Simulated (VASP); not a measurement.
Si, 2 atoms in the cell. The structure is cubic, space group Fd-3m (No. 227). Conventional cell: a = 5.431 Å, b = 5.431 Å, c = 5.431 Å, α = 90.00°, β = 90.00°, γ = 90.00°. Around Si (site symmetry -43m) lie 4 Si at 2.35 Å. The cell was built by a generator and needn't be a form met in nature.

```yaml
Program: VASP 6.6.1
Task: relaxation of cell and atoms
Functional: PBE
Potentials_or_basis: VASP PAW PBE potentials, release 64 (Si)
Cutoff: 600 eV
k_mesh: 14 × 14 × 14
Occupations: gaussian, width 0.02 eV
Spin: no spin polarisation
Dipole_correction: no
Further_INCAR_settings: ALGO = Fast; EDIFF = 1e-06; IBRION = 2; EDIFFG = -0.003; NSW = 80; ISIF = 3
```

Potentials or basis: VASP PAW PBE potentials, release 64 (Si).

Launch:

```bash
$ cat potpaw_PBE.64/Si/POTCAR > POTCAR
$ mpirun -np 1 vasp_std > vasp.out
```

Hardware: 1 thread of Intel(R) Xeon(R) Platinum 8559C (Emerald Rapids), on a shared host.

Task: How long does it take, and how much memory?

Result: Wall time 34 s on 1 thread of Intel(R) Xeon(R) Platinum 8559C (Emerald Rapids) (shared host), peak memory 0.19 GiB. Counts: scf iterations 27, k points 104, ion steps 3.
